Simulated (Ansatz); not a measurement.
One crystal and one scan (scan of one atom of the cell) at two levels, PBE (plane waves to 420 eV, PAW, scalar-relativistic; Ansatz, a quantum-chemistry and plane-wave program) and r2SCAN (plane waves to 500 eV, PAW, scalar-relativistic; Ansatz), each from its own relaxed cell and on its own mesh.

The crystal is BaSnO3 (cubic perovskite); one O atom of a 5-atom cell moves by s along Cartesian [110], with its periodic images.

The energy includes the smearing's −TS. BaSnO3 was relaxed with its symmetry unable to fall. The PAW data are Ansatz's earlier set. Both scans cover s from -0.210 to 0.210 Å.

| quantity | run 1 | run 2 |
|---|---|---|
| Lattice constant a (Å) | 4.176 | 4.131 |
| Energy at s = 0.210 Å (meV/cell) | 223.8 | 265.1 |
| Force along the line at s = -0.210 Å (eV/Å) | 2.191 | 2.587 |
| Force constant k = d²E/ds² at s = 0 (finite differences) (eV/Å²) | 9.86 | 11.72 |

**Question.** Which run is which level?

**Answer.** Run 1 is PBE, run 2 is r2SCAN. PBE gives the higher value for: lattice constant a. PBE gives the lower value for: energy at s = 0.210 Å; force along the line at s = -0.210 Å; force constant k = d²E/ds² at s = 0. Both give the same symmetry of the curve: even: the same for both signs. Neither level is exact: the differences show how much the result hangs on the functional.

(A displaced cell: forces are minus the slopes of the energy, force constants its curvatures, and phonons follow from these.)
